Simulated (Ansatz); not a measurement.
GaN:

```xyz
4
Lattice="3.1800 0.0000 0.0000 -1.5900 2.7540 0.0000 0.0000 0.0000 5.1660" Properties=species:S:1:pos:R:3 pbc="T T T"
Ga    1.5900    0.9180    2.5830
Ga    0.0000    1.8360    0.0000
N     1.5900    0.9180    4.5203
N     0.0000    1.8360    1.9373
```

| Item | Value |
| --- | --- |
| Program | Ansatz 0.2.0 |
| Task | relaxation of cell and atoms |
| Functional | revPBE |
| Potentials or basis | Ansatz PAW |
| Cutoff | 420 eV (not typed: the program's choice for these potentials) |
| k mesh | 10 × 10 × 5 |
| Occupations | fermi-dirac, width 0.05 eV |
| Spin | no spin polarisation |

At the start: volume 11.31 Å³/atom.

Question: Where does the relaxation end?

Answer: It ends after 8 steps and the volume is 11.96 Å³/atom (+5.7 %); space group P6_3mc (No. 186, to 0.05 Å).

The path:
| step | energy change (eV) | largest force (eV/Å) | volume (Å³) |
| --- | --- | --- | --- |
| 1 | 0.0000 | 0.1409 | 45.24 |
| 2 | -0.0614 | 0.0997 | 46.71 |
| 3 | -0.0722 | 0.0475 | 47.68 |
| 4 | -0.0723 | 0.0097 | 47.76 |
| 5 | -0.0722 | 0.0002 | 47.76 |
| 6 | -0.0816 | 0.0003 | 47.76 |
| 7 | -0.0815 | 0.0000 | 47.84 |
| 8 | -0.0816 | 0.0000 | 47.84 |

Final structure:
```cif
data_structure
_symmetry_space_group_name_H-M 'P 1'
_symmetry_Int_Tables_number 1
_cell_length_a 3.2370
_cell_length_b 3.2370
_cell_length_c 5.2717
_cell_angle_alpha 90.000
_cell_angle_beta 90.000
_cell_angle_gamma 120.000
_cell_volume 47.84
loop_
_atom_site_label
_atom_site_type_symbol
_atom_site_fract_x
_atom_site_fract_y
_atom_site_fract_z
_atom_site_occupancy
Ga1 Ga 0.66667 0.33333 0.49907 1
Ga2 Ga 0.33333 0.66667 0.99907 1
N1 N 0.66667 0.33333 0.87593 1
N2 N 0.33333 0.66667 0.37593 1
```

Caveat: the plane-wave basis is chosen anew once the cell has moved, so the energies of steps on either side of that aren't comparable; the pressure holds a Pulay correction of +0.5 GPa for the finite cutoff; the PAW data sets come from PBE, with cores solved anew for the run's functional, which leaves a small shift of forces and pressure.
